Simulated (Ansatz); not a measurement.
Here is the system:

Relaxed SrF2 (fluorite):

```
SrF2
1.0
    0.00000     5.85727     5.85727
    2.92864     2.92864     5.85727
    2.92864     2.92864     0.00000
Sr F
2 4
Direct
  0.00000   0.00000   0.00000
  0.50000   0.00000   0.00000
  0.00000   0.25000   0.25000
  0.50000   0.25000   0.25000
  0.00000   0.75000   0.75000
  0.50000   0.75000   0.75000
```

A phonon eigenvector at X = (0.5, 0.5, 0.0) is frozen into this cell: atom i moves by Q times the vector below, so Q is the largest atomic displacement, in Å. The cell is held. (q is in reciprocal vectors of the primitive cell; the cell shown is doubled to hold the pattern.)

```tsv
atom	x	y	z
F3	0.000	0.000	1.000
F4	0.000	0.000	-1.000
F5	0.000	0.000	-1.000
F6	0.000	0.000	1.000
```

Atoms not listed stay in place.

These are PBE (plane waves to 420 eV, PAW, scalar-relativistic; Ansatz, an electronic-structure program) values and carry that method's errors. k mesh 10×10×10 (Γ-centred), Fermi-Dirac smearing 0.05 eV. Energies are smeared free energies. SrF2 was relaxed with its symmetry unable to fall. ΔE is measured from the undisplaced structure.

The scan covers Q from -0.280 to 0.280 Å in 13 points.

Question: Is this a single well or a double well?

Answer: A single well with its minimum at or next to zero displacement.

Question: Which space group does the distorted structure have?

Answer: P4/mmm (No. 123), lowered from Fm-3m.

Question: What is the energy change at Q = 0.280 Å?

Answer: 1339 meV/cell.

Question: What harmonic wavenumber does the curvature at Q = 0 give?

Answer: 340 cm⁻¹.

(A displaced cell: forces are minus the slopes of the energy, force constants its curvatures, and phonons follow from these.)
